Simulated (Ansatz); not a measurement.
# CdS (Greenockite) (P6_3mc) in Ansatz: notebook, part 2 of 2

Ansatz 0.2.0. Earlier steps stand in the parts before.

**5. Phonons, PBE**

Contents of input.yaml:

```yaml
crystal:
  lattice:
    - [4.15, 0.0, 0.0]
    - [-2.075, 3.5940054257, 0.0]
    - [0.0, 0.0, 6.737]
  atoms:
    - { symbol: Cd, position: [0.6666666667, 0.3333333333, 0.5] }
    - { symbol: Cd, position: [0.3333333333, 0.6666666667, 0.0] }
    - { symbol: S, position: [0.6666666667, 0.3333333333, 0.875] }
    - { symbol: S, position: [0.3333333333, 0.6666666667, 0.375] }
hamiltonian:
  xc: pbe
  pseudopotentials: { kind: paw }
kpoints:
  mp_grid: { grid: [5, 5, 3] }
scf:
  occupations: { method: fixed }
phonons:
  method: dfpt
  dielectric: true
  rigid_motions: translations
```

Potentials or basis: Ansatz PAW.

Started as:

```bash
> ansatz run input.yaml --threads 2 --pin off --max-ram 5632MiB --backend cpu --events-out ev --progress --plain --runs-dir out
```

Standard output:

```text
Warning: RAYON_NUM_THREADS=2 ignored (pool sized by the plan → 2); use --threads N
Engine: ansatz 0.2.0, x86_64-unknown-linux-gnu
Pseudopotentials: kind: paw
Pseudopotential: Cd, paw, valence charge 20, recommended cutoff 420 eV (normal), Cd.paw.azcp
Pseudopotential: S, paw, valence charge 6, recommended cutoff 420 eV (normal), S.paw.azcp
Functional definition: PBE
  parameter kappa = 0.804
  parameter beta = 0.06672455060314922
  exchange = pbe_x(kappa = kappa, mu = beta*pi^2/3)
  correlation = pbe_c(beta = beta)
Crystal: 4 atoms, lattice volume = 100.483 Å³
Basis set: ecut = 420 eV, 1973 PW (Γ), exchange–correlation on 60×60×96 points (8 copies of the dense FFT grid, shifted against one another)
Bands: 32, of which v1, the nominal top of the filled ones, is band 26 counted from 1 (25 counted from 0)
Symmetry: 12 space group operations
k-points: 24 of 75 (irreducible under 2 space group operations, time reversal used)
Non-local potential: Cd, projectors of the file, l = 0: 3, l = 1: 2, l = 2: 2, l = 3: 1
Non-local potential: S, projectors of the file, l = 0: 2, l = 1: 2, l = 2: 2
PAW form: soft (Blöchl's): semilocal exchange-correlation on the pseudo side does not see the compensation charge
PAW one-centre angular grid: Cd, 590 points (default); XC on 64 Gauss nodes
PAW one-centre angular grid: S, 110 points (default); XC on 64 Gauss nodes
Initial density: superposition of atomic densities (neutral atoms: chi_scale 0, normalization atom), corrected by the library's trained network
Initial wavefunctions: pseudopotential atomic-orbital guess
Functional: x = pbe(κ = 0.804, μ = 0.2195149727645171), c = pbe(β = 0.06672455060314922)
SCF iter   1: F=—  HF=-18315.627577 eV  |F-HF|=—  |Δ(HF+E_count)|=         —  Δρ=5.56e-4  dr2=3.05e-4  ethr=1.77e-3  ⟨swp⟩=5.0  Hψ=2604  notcnv=0  defer=93
preconditioner: auto → Resta (q_TF=auto, 2.445 Å⁻¹)  ε∞=4.7  [insulator: Δε(μ)=1.190 eV  Ē_g=11.630 eV  n_scr=22 (ndim 8)  ℏωp=22.2 eV  f_vac=0.131  ε∞_Penn≈4.7]
SCF iter   2: F=—  HF=-18315.629158 eV  |F-HF|=—  |Δ(HF+E_count)|=   1.58e-3  Δρ=2.62e-4  dr2=6.84e-5  ethr=5.87e-7  ⟨swp⟩=2.8  Hψ=1667  notcnv=0  defer=96
SCF iter   3: F=—  HF=-18315.629226 eV  |F-HF|=—  |Δ(HF+E_count)|=   6.72e-5  Δρ=1.15e-4  dr2=9.98e-6  ethr=1.32e-7  ⟨swp⟩=2.0  Hψ=1088  notcnv=0  defer=93
SCF iter   4: F=—  HF=-18315.629232 eV  |F-HF|=—  |Δ(HF+E_count)|=   6.36e-6  Δρ=3.10e-5  dr2=9.41e-7  ethr=1.92e-8  ⟨swp⟩=2.0  Hψ=1163  notcnv=0  defer=43
SCF iter   5: F=—  HF=-18315.629275 eV  |F-HF|=—  |Δ(HF+E_count)|=   4.30e-5  Δρ=7.86e-6  dr2=7.31e-8  ethr=1.81e-9  ⟨swp⟩=2.0  Hψ=1163  notcnv=0  defer=37
SCF iter   6: F=—  HF=-18315.629275 eV  |F-HF|=—  |Δ(HF+E_count)|=   1.22e-7  Δρ=1.48e-6  dr2=2.16e-9  ethr=1.41e-10  ⟨swp⟩=2.0  Hψ=1163  notcnv=0  defer=37
SCF iter   7: F=-18315.629275 eV  HF=-18315.629275 eV  |F-HF|=1.31e-10  |Δ(HF+E_count)|=   4.14e-9  Δρ=3.14e-7  dr2=8.20e-11  ethr=1.00e-12  ⟨swp⟩=10.0  Hψ=4995  notcnv=0
SCF 1 converged in 7 iterations: F = -18315.629275 eV  dr2 = 8.20e-11
NSCF: frozen V_eff on 7 k-points
DFPT response loops at Γ: preconditioner auto → Resta (q_TF=auto, 2.445 Å⁻¹)  ε∞=7.1 (no band partly filled); β = 1.00, the filter's whole step (`scf.mixing.beta` (0.50) is not read by the response loops at its default; to damp them type it under 1.00, their step now; it binds the ground state too); Broyden in place of MSR1
── the response to a field inside a basis, on 10×10×6 k-points: an SCF that follows is theirs, and a resumed run solves both again ──
Bands: 27, of which v1, the nominal top of the filled ones, is band 26 counted from 1 (25 counted from 0)
k-points: 90
Initial density: handed on by an earlier stage of this run
Initial wavefunctions: pseudopotential atomic-orbital guess (no wavefunctions were taken with the density)
Eigensolver: Dense (90 Hₖ)
SCF iter   1: F=—  HF=-18315.620583 eV  |F-HF|=—  |Δ(HF+E_count)|=         —  Δρ=3.12e-4  dr2=6.48e-5  ethr=1.00e-1
preconditioner: auto → Resta (q_TF=auto, 2.445 Å⁻¹)  ε∞=6.4  [insulator: Δε(μ)=1.333 eV  Ē_g=9.603 eV  n_scr=22 (ndim 8)  ℏωp=22.2 eV  f_vac=0.128  ε∞_Penn≈6.4]
SCF iter   2: F=—  HF=-18315.620579 eV  |F-HF|=—  |Δ(HF+E_count)|=   3.68e-6  Δρ=1.61e-4  dr2=1.68e-5  ethr=1.25e-7
SCF iter   3: F=—  HF=-18315.620582 eV  |F-HF|=—  |Δ(HF+E_count)|=   3.10e-6  Δρ=3.50e-5  dr2=1.12e-6  ethr=3.23e-8
SCF iter   4: F=—  HF=-18315.620583 eV  |F-HF|=—  |Δ(HF+E_count)|=   5.85e-7  Δρ=1.14e-5  dr2=2.28e-7  ethr=2.14e-9
SCF iter   5: F=-18315.620583 eV  HF=-18315.620583 eV  |F-HF|=3.83e-8  |Δ(HF+E_count)|=   2.57e-7  Δρ=4.14e-6  dr2=3.07e-8  ethr=4.39e-10
SCF 1 converged in 5 iterations: F = -18315.620583 eV  dr2 = 3.07e-8
DFPT response loops at Γ: preconditioner auto → Resta (q_TF=auto, 2.445 Å⁻¹)  ε∞=6.7 (no band partly filled); β = 1.00, the filter's whole step (`scf.mixing.beta` (0.50) is not read by the response loops at its default; to damp them type it under 1.00, their step now; it binds the ground state too); Broyden in place of MSR1
WARN: field response: ε∞ stands inside a basis, on 10×10×6 points; the force constants stand on the 5×5×3 k-mesh, whose period is 8.57 times the interband length at k = (0.0000, 0.0000, 0.0000), direct gap 1.194 eV, under 14: take them and everything formed from them as unconverged, and compare with a denser kpoints.mp_grid
SCF converged after 7 iterations
Free energy (F): -18315.629275 eV
Harris-Foulkes:  -18315.629275 eV  (|F-HF|=1.31e-10)
Internal energy: -18315.629275 eV  (E = F + TS)
[... 21 lines left out ...]
  k-point 23: bands = ["-94.5374", "-94.5374", "-55.6106", "-55.6105", "-55.6104", "-55.6103", "-55.6100", "-55.6098", "-5.1811", "-5.0696", "-0.8049", "-0.7993", "-0.7331", "-0.7118", "-0.5928", "-0.5690", "-0.4632", "-0.4594", "-0.3305", "-0.0971", "3.0670", "3.5888", "4.8998", "4.9284", "5.5124", "5.8791", "10.5813", "11.3455", "12.2647", "12.4198", "13.5216", "13.5715"]
--- Phonons (Γ-DFPT): 4 representative perturbations + reference, on 24 of 75 k-points (Σ response iterations 14) ---
  k mesh reduced under 2 symmetry operations, with k and −k counted as one. Each operation leaves every solved perturbation unchanged. A smaller set is not considered because the run solves the response to a homogeneous field
  ASR residual: 8.617e-5 → 0.000e0 eV/Å²; symmetrization residual: 1.838e-5 eV/Å²
  ASR residual per site (eV/Å²): 8.62e-5 8.62e-5 5.83e-5 5.83e-5
  Γ frequencies (cm⁻¹): 0.00 0.00 0.00 37.80 37.80 134.39 230.58 230.58 233.94 244.45 244.45 300.33
  ε∞ (high-frequency dielectric tensor):
        5.994832     0.000000     0.000000
        0.000000     5.994832     0.000000
        0.000000    -0.000000     6.095587
  ε⁰ (static dielectric tensor: ions relaxed, cell fixed):
        9.356077     0.000000     0.000000
        0.000000     9.356077     0.000000
        0.000000     0.000000     9.636997
  ε⁰ − ε∞ (ionic part):
        3.361245     0.000000     0.000000
        0.000000     3.361245     0.000000
        0.000000     0.000000     3.541410
  softest optical mode at Γ: 37.80 cm⁻¹; the repairs (sum rule, projections) moved no ω² at Γ by more than (1.54 cm⁻¹)²
  Born effective charges Z* (e; rows j = field, columns β = displacement):
    site 0:
         2.13350   -0.00000    0.00000
         0.00000    2.13350    0.00000
         0.00000    0.00000    2.22179
    site 1:
         2.13350   -0.00000    0.00000
        -0.00000    2.13350   -0.00000
         0.00000   -0.00000    2.22179
    site 2:
        -2.13350   -0.00000   -0.00000
        -0.00000   -2.13350    0.00000
        -0.00000   -0.00000   -2.22179
    site 3:
        -2.13350    0.00000   -0.00000
         0.00000   -2.13350   -0.00000
        -0.00000   -0.00000   -2.22179
  Z* charge neutrality: 7.412e-3 e pre-enforcement
  solved inside a basis spanned on kpoints, on 10×10×6 k-points transformed towards the longest dipole: ε∞ is read to err by 2.5e-2, Z* by 2.4e-2 e (field_mesh: kpoints solves on kpoints); Z* is corrected for what the basis lacks
  optical modes at Γ without the LO–TO term, one row a degenerate level:
      ω (cm⁻¹)  modes    IR ((D/Å)²/amu)
         37.80      2             0.0000
        134.39      1             0.0000
        230.58      2            16.8389
        233.94      1             9.1307
        244.45      2             0.0000
        300.33      1             0.0000
  optical modes at Γ + LO–TO along q̂ = [1.0000, 0.0000, 0.0000]:
      ω (cm⁻¹)  modes    IR ((D/Å)²/amu)
         37.80      2             0.0000
        134.39      1             0.0000
        230.58      1             8.4195
        233.94      1             9.1307
        244.45      2             0.0000
        288.06      1             8.4195
        300.33      1             0.0000
  optical modes at Γ + LO–TO along q̂ = [0.0000, 1.0000, 0.0000]:
      ω (cm⁻¹)  modes    IR ((D/Å)²/amu)
         37.80      2             0.0000
        134.39      1             0.0000
        230.58      1             8.4195
        233.94      1             9.1307
        244.45      2             0.0000
        288.06      1             8.4195
        300.33      1             0.0000
  optical modes at Γ + LO–TO along q̂ = [0.0000, 0.0000, 1.0000]:
      ω (cm⁻¹)  modes    IR ((D/Å)²/amu)
         37.80      2             0.0000
        134.39      1             0.0000
        230.58      2            16.8389
        244.45      2             0.0000
        294.14      1             9.1307
        300.33      1             0.0000
```

second_order_force_constants.tsv:

```text
# format = ansatz-second-order-force-constants/2
# a1_ang = 4.14999999999687e0 0e0 0e0
# a2_ang = -2.074999999998435e0 3.59400542570271e0 0e0
[... 48 lines left out ...]
1	1	0	0	0	1	4.783431784070988e0	-6.352108221737332e-23	1.7019134858323432e-15	-6.352108221737332e-23	4.783431784070987e0	2.036932258411826e-23	1.701913485832343e-15	2.0369322584118306e-23	6.756602696747336e0
[... 8 lines left out ...]
3	2	0	0	0	2	-4.9938847037388134e-1	-1.089534835899776e-22	-4.670929169001057e-16	1.089534835899776e-22	-4.993884703738814e-1	3.276841530769962e-22	-4.670929254390225e-16	-3.276841530769962e-22	-2.6604925929697565e0
3	3	0	0	0	3	5.376738786004527e0	1.3563136716777078e-22	1.9257581375966105e-15	1.3563136716777076e-22	5.376738786004528e0	4.96342833390673e-22	1.925758137596611e-15	4.963428333906729e-22	7.680780251072729e0
```

It took 2.2 min on 2 threads of Intel Xeon at 2.50GHz (Skylake/Cascade Lake), shared host; peak memory 0.96 GiB.

What came out:

| Quantity | Value |
| --- | --- |
| Free energy | -18315.6293 eV |
| Band gap on the k mesh | 1.19 eV, direct |
| Electronic dielectric tensor (diagonal) | 5.99, 5.99, 6.10 |
| Born charges (mean of the diagonal) | Cd +2.16; S -2.16 e |
| Highest phonon frequency at Γ, LO-TO splitting left out | 300 cm⁻¹ |
| Static dielectric tensor (diagonal) | 9.36, 9.36, 9.64 |

Levels at points of the mesh, in eV from the valence-band top:
| k point | band 23 | band 24 | band 25 | band 26 | band 27 | band 28 | band 29 | band 30 |
| --- | --- | --- | --- | --- | --- | --- | --- | --- |
| (0.00, 0.00, 0.00) | -0.76 | -0.04 | 0.00 | 0.00 | 1.19 | 2.79 | 6.46 | 6.46 |

Phonon frequencies in cm⁻¹ (negative: imaginary):
| q point | frequencies |
| --- | --- |
| (0.000, 0.000, 0.000) | 0 0 0 38 38 134 231 231 234 244 244 300 |

Electronic dielectric tensor:
```
5.99 0.00 0.00
0.00 5.99 0.00
0.00 0.00 6.10
```

Born effective charge tensors (e):
atom 1, Cd
```
2.13 0.00 0.00
0.00 2.13 0.00
0.00 0.00 2.22
```
atom 2, Cd
```
2.13 0.00 0.00
0.00 2.13 0.00
0.00 0.00 2.22
```
atom 3, S
```
-2.13  0.00  0.00
 0.00 -2.13  0.00
 0.00  0.00 -2.22
```
atom 4, S
```
-2.13  0.00  0.00
 0.00 -2.13  0.00
 0.00  0.00 -2.22
```

Static dielectric tensor, electrons and zone-centre modes:
```
9.36 0.00 0.00
0.00 9.36 0.00
0.00 0.00 9.64
```

Caveat: odd divisions of the mesh miss points on the zone boundary, where band edges often lie, so the gap on the mesh can be too wide.

**6. Overview**

| task | level | k mesh | smearing | points for each segment of the path | atoms under strain | gap on the mesh (eV) | pressure (GPa) |
| --- | --- | --- | --- | --- | --- | --- | --- |
| band structure | LDA | 7 × 7 × 4 | fermi-dirac 0.05 eV | 14 | - | 0.91 | -3.1 |
| elastic constants | PBE | 5 × 5 × 3 | fixed | - | relaxed | 1.20 | 2.1 |
| Born charges and dielectric tensor | LDA | 7 × 7 × 4 | fixed | - | - | 0.91 | - |
| phonons | PBE | 5 × 5 × 3 | fixed | - | - | 1.19 | - |

Alike in all rows: potentials or basis Ansatz PAW; no spin polarisation; cell as given; cutoff (eV) 420.

On the cell as given the gap runs from 0.91 eV (LDA) to 1.20 eV (PBE); the meshes differ, which moves gaps too.

Caveats: odd divisions of the mesh miss points on the zone boundary, where band edges often lie, so the gap on the mesh can be too wide (some runs); the PAW data sets come from PBE, with cores solved anew for the run's functional, which leaves a small shift of forces and pressure (some runs).

Total energies depend on the potentials used, so only differences within one code and one set of settings carry meaning.

**7. Against experiment**

Step 2. A measured gap of CdS is 2.5809 eV (quoted in “Isotope dependence of band-gap energy”, 2008, arxiv:0807.2152); the calculated 0.91 eV misses it by -1.67 eV. So large a miss can be the level of theory's own, or it may mean another phase, state or a wrong row. Spin-orbit coupling on Cd is left out. The value is that of LDA, without temperature or zero-point motion. Semilocal functionals fall short of measured gaps as a rule.

Step 3. A measured gap of CdS is 2.5809 eV (quoted in “Isotope dependence of band-gap energy”, 2008, arxiv:0807.2152); the calculated 1.20 eV misses it by -1.38 eV. So large a miss can be the level of theory's own, or it may mean another phase, state or a wrong row. Spin-orbit coupling on Cd is left out. The value is that of PBE, without temperature or zero-point motion. Semilocal functionals fall short of measured gaps as a rule.

Step 4. Against the measured gap of CdS, 2.5809 eV (quoted in “Isotope dependence of band-gap energy”, 2008, arxiv:0807.2152), the calculated 0.91 eV is off by -1.67 eV. So large a miss can be the level of theory's own, or it may mean another phase, state or a wrong row. Spin-orbit coupling on Cd is left out. The value is that of LDA, without temperature or zero-point motion. Semilocal functionals fall short of measured gaps as a rule.

Step 5. A measured gap of CdS is 2.5809 eV (quoted in “Isotope dependence of band-gap energy”, 2008, arxiv:0807.2152); the calculated 1.19 eV misses it by -1.39 eV. So large a miss can be the level of theory's own, or it may mean another phase, state or a wrong row. Spin-orbit coupling on Cd is left out. The value is that of PBE, without temperature or zero-point motion. Semilocal functionals fall short of measured gaps as a rule.
